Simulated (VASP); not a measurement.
Crystal: Pt.

```xyz
4
Lattice="2.6506 -1.7518 0.0000 2.6506 1.7518 0.0000 0.0000 0.0000 7.1462" Properties=species:S:1:pos:R:3 pbc="T T T"
Pt    2.6506   -1.2263    0.8361
Pt    2.6506   -0.5256    4.4092
Pt    2.6506    1.2263    6.3101
Pt    2.6506    0.5256    2.7370
```

The cell was built by a generator and needn't be a form met in nature.

- Program: VASP 6.6.1
- Task: relaxation of cell and atoms
- Functional: PBE
- Potentials or basis: VASP PAW PBE potentials, release 64 (Pt)
- Cutoff: 600 eV
- k mesh: 6 × 6 × 4
- Occupations: gaussian, width 0.1 eV
- Spin: no spin polarisation

At the start: pressure 59.9 GPa; volume 16.59 Å³/atom.

Problem. Where does the relaxation end?

Solution. Over 83 steps the energy falls by 2453.4 meV/atom and the volume is 15.78 Å³/atom (-4.9 %); space group I4/mmm (No. 139, to 0.05 Å).

Step by step:
| step | energy change (eV) | largest force (eV/Å) | pressure (GPa) | volume (Å³) |
| --- | --- | --- | --- | --- |
| 1 | 0.0000 | 17.9305 | 59.94 | 66.37 |
| 4 | -4.0552 | 1.4428 | -10.74 | 163.19 |
| 7 | -5.3234 | 0.1586 | -1.37 | 141.73 |
| 10 | -5.4002 | 0.1313 | -0.34 | 136.35 |
| 13 | -5.4184 | 0.0411 | 0.13 | 132.30 |
| 16 | -5.4391 | 0.1273 | -0.42 | 129.38 |
| 19 | -5.4452 | 0.1430 | 0.24 | 127.22 |
| 22 | -5.4744 | 0.0381 | -1.38 | 118.02 |
| 25 | 16.4553 | 8.4272 | 358.27 | 46.08 |
| 28 | -4.2618 | 4.3411 | 51.31 | 64.88 |
| 31 | -4.2620 | 4.3403 | 51.39 | 64.86 |
| 34 | -4.2633 | 4.3371 | 51.94 | 64.70 |
| 37 | -4.2673 | 4.3279 | 52.52 | 64.52 |
| 40 | -4.3052 | 4.3058 | 52.13 | 64.53 |
| 43 | -4.6002 | 4.1170 | 49.43 | 64.64 |
| 46 | -6.4835 | 2.7000 | 30.96 | 65.48 |
| 49 | -8.4389 | 0.1590 | 6.34 | 67.44 |
| 52 | -9.0260 | 0.3711 | -8.43 | 69.76 |
| 55 | -9.1925 | 0.6584 | 0.03 | 66.42 |
| 58 | -9.2250 | 0.1152 | 3.03 | 65.36 |
| 61 | -9.3135 | 0.2533 | -4.04 | 66.90 |
| 64 | -9.3822 | 1.0345 | 3.00 | 64.14 |
| 67 | -9.4892 | 0.9390 | 2.85 | 63.60 |
| 70 | -9.5625 | 0.8066 | 1.03 | 63.71 |
| 73 | -9.7634 | 0.4752 | 2.29 | 62.71 |
| 76 | -9.7920 | 0.2762 | -2.17 | 63.80 |
| 79 | -9.8114 | 0.0848 | 0.20 | 63.14 |
| 82 | -9.8137 | 0.0333 | 0.39 | 63.07 |
| 83 | -9.8137 | 0.0351 | 0.17 | 63.11 |

Final structure:
```xyz
4
Lattice="2.4008 -2.3995 0.0000 2.4008 2.3995 0.0000 0.0000 0.0000 5.4777" Properties=species:S:1:pos:R:3 pbc="T T T"
Pt    2.4008   -1.2047    0.6846
Pt    2.4008   -1.1948    3.4235
Pt    2.4008    1.2047    4.7931
Pt    2.4008    1.1948    2.0543
```
